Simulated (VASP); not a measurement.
## Hf: single point with PBEsol

Hf:

```xyz
1
Lattice="-1.7464 1.7464 1.7464 1.7464 -1.7464 1.7464 1.7464 1.7464 -1.7464" Properties=species:S:1:pos:R:3 pbc="T T T"
Hf    0.0000    0.0000    0.0000
```

This isn't the form of Hf at room conditions, which is hcp.

```json
{
  "Program": "VASP 6.6.1",
  "Task": "single point",
  "Functional": "PBEsol",
  "Potentials or basis": "VASP PAW PBE potentials, release 64 (Hf_pv)",
  "Cutoff": "520 eV",
  "k mesh": "8 × 8 × 8",
  "Occupations": "gaussian, width 0.1 eV",
  "Spin": "no spin polarisation"
}
```

```json
{
 "Pressure": "-0.3 GPa",
 "Band gap on the k mesh": "none (metal or under the smearing width)"
}
```

Levels at points of the mesh, in eV from the Fermi level:
```
           k point  band 3  band 4  band 5  band 6  band 7  band 8
(0.00, 0.00, 0.00)  -29.57   -7.17    1.57    1.57    1.57    4.51
(0.50, 0.00, 0.00)  -29.57   -3.50   -0.57    1.32    4.36    5.42
(0.50, 0.50, 0.50)  -30.24   -2.75   -2.75    7.18    7.18    7.18
```

Run time: 6.3 s on 1 thread of AMD EPYC 7R13 Processor (Zen 3), with other jobs on the host, peak memory 0.1 GiB.

Caveat: the PAW data sets were made with another functional, which shifts forces and pressure a little. The run has no spin-orbit coupling, so splittings on Hf are missing.
